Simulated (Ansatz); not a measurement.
# GaSb: zone-centre modes at -3 GPa

Computed with Ansatz, DFT PBEsol, scalar-relativistic, plane waves, PAW. Plane waves to 420 eV; Γ-centred k mesh 12×12×12; Fermi-Dirac smearing of 0.15 eV. No spin polarisation. Phonons by linear response, acoustic sum rule imposed.

The cell, relaxed at -3 GPa:
```
CELL_PARAMETERS angstrom
0.00000 3.12773 3.12773
3.12773 0.00000 3.12773
3.12773 3.12773 0.00000
ATOMIC_POSITIONS crystal
Ga 0.00000 0.00000 0.00000
Sb 0.75000 0.75000 0.75000
```

In a metal, frequencies and elastic constants depend on the k mesh and the smearing, soft modes and shear constants most.

Optical modes at Γ; i marks an imaginary frequency:
```tsv
frequency (THz)	degeneracy
5.94	3
```

All 3 optical modes at Γ are real: no displacement of atoms at fixed cell lowers the energy to second order. Strains and modes at other wave vectors aren't tested by this run.

The bands only touch here, so at this level the crystal is a zero-gap semiconductor or semimetal, not an ordinary metal; spin–orbit coupling, left out, can open or move such a gap.

Cost: 1 run of about 2 core-minutes, on Intel Xeon Processor @ 2.50GHz (Skylake/Cascade Lake) (shared hosts).